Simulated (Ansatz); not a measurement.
**CdO (Monteponite): relaxation of cell and atoms with PBE+D3(BJ)**

Crystal: CdO (Monteponite).

```xyz
2
Lattice="0.0000 2.3495 2.3495 2.3495 0.0000 2.3495 2.3495 2.3495 0.0000" Properties=species:S:1:pos:R:3 pbc="T T T"
Cd    0.0000    0.0000    0.0000
O     2.3495    2.3495    2.3495
```

```
Program             : Ansatz 0.2.0
Task                : relaxation of cell and atoms
Functional          : PBE
Dispersion          : D3(BJ)
Potentials or basis : Ansatz PAW
Cutoff              : 420 eV (not typed: the program's choice for these potentials)
k mesh              : 10 × 10 × 10
Occupations         : fermi-dirac, width 0.05 eV
Spin                : no spin polarisation
```

```json
{"Relaxed volume": "13.20 Å³/atom", "Relaxed cell": "a = 3.342 Å, b = 3.342 Å, c = 3.342 Å, α = 60.00°, β = 60.00°, γ = 60.00°", "Space group after relaxing (to 0.05 Å)": "Fm-3m (No. 225)", "Energy gained by relaxing": "1.7 meV/atom", "Ionic steps": "6", "Pressure after relaxing": "0.0 GPa"}
```

Step by step:
| step | energy change (eV) | largest force (eV/Å) | volume (Å³) |
| --- | --- | --- | --- |
| 1 | 0.0000 | 0.0000 | 25.94 |
| 2 | -0.0015 | 0.0000 | 26.47 |
| 3 | -0.0019 | 0.0000 | 26.39 |
| 4 | -0.0035 | 0.0000 | 26.39 |
| 5 | -0.0034 | 0.0000 | 26.40 |
| 6 | -0.0034 | 0.0000 | 26.40 |

Final structure:
```
CELL_PARAMETERS angstrom
0.00000 2.36329 2.36329
2.36329 0.00000 2.36329
2.36329 2.36329 0.00000
ATOMIC_POSITIONS crystal
Cd 0.00000 0.00000 0.00000
O 0.50000 0.50000 0.50000
```

Wall time 3.9 s on 2 threads of Arm Neoverse V1, on a shared host, peak memory 0.29 GiB.

Caveat: the plane-wave basis is chosen anew once the cell has moved, so the energies of steps on either side of that aren't comparable; the pressure holds a Pulay correction of +0.5 GPa for the finite cutoff. Zero-point motion and thermal expansion aren't in these numbers.
